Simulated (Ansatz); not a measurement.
Born–Oppenheimer molecular dynamics of a periodic cell of 17 atoms, TiSi$_{16}$ (host Si, host structure diamond, interstitial Ti). It starts from a relaxed structure.

Theory: DFT PBE, scalar-relativistic, plane waves, PAW (Ansatz 0.2.0). Settings: PAW set soft_1, cutoff 420 eV, k mesh 2x2x2, fermi-dirac smearing 0.05 eV, no spin polarisation.

* ensemble: NVT, Langevin thermostat
* time step: 2 fs
* steps asked: 220
* set temperature: 1500 K
* friction: 0.05 /fs
* seed: 8416

First frame:

```xyz
17
Lattice="0.0000 5.4300 5.4300 5.4300 0.0000 5.4300 5.4300 5.4300 0.0000" Properties=species:S:1:pos:R:3
Si -0.002 -0.001 0.035
Si 1.370 1.374 1.338
Si 2.711 2.716 -0.004
Si 4.053 4.058 1.338
Si 2.674 0.003 2.713
Si 4.028 1.402 4.115
Si 5.426 2.755 2.711
Si 6.799 4.059 4.085
Si 0.000 2.678 2.715
Si 1.400 4.029 4.115
Si 2.750 5.429 2.713
Si 4.053 6.804 4.085
Si 2.715 2.716 5.430
Si 4.029 4.030 6.744
Si 5.428 5.433 5.389
Si 6.830 6.832 6.743
Ti 5.428 5.431 8.143
```

(1) What does the run give?

(2) What happens to the structure?

(3) How do temperature and energy run in time?

## Answers

(1) All steps were run.

```json
{
 "steps done": "220",
 "time covered": "440 fs",
 "mean temperature over the second half": "1677 K",
 "spread of the potential energy over the second half": "40.2 meV per atom",
 "mean potential energy of the second half above the start": "244.1 meV per atom"
}
```

The mean temperature of the second half is 12 % above the set value. A run of 0.44 ps of so small a system gives no equilibrium averages. Limits of this set-up: coarse k mesh, a small cell, in which the defect meets its images.

(2) Mean squared displacements from the first frame to the last, about the centre of mass: Si 0.25 Å², Ti 0.30 Å². Another seed would give other details.

(3) 
```
time (fs)  T (K)  potential energy less start (eV)
        0   1412                             0.000
       22   1127                             2.350
       44   1144                             2.221
       66   2132                             2.667
       88   1335                             3.181
      110   1491                             2.548
      132   1598                             2.655
      154   1382                             3.218
      176    990                             3.689
      198   1610                             3.261
      220   1255                             4.093
      242   1779                             3.976
      264   1823                             2.715
      286   1988                             3.201
      308   1743                             4.750
      330   1635                             4.703
      352   1736                             5.189
      374   1959                             4.690
      396   1935                             3.928
      418   1416                             4.494
      440   1522                             4.366
```

Run time: 16 min on 1 thread of Intel(R) Xeon(R) Platinum 8488C (Sapphire Rapids) (shared host), peak memory 0.71 GiB.
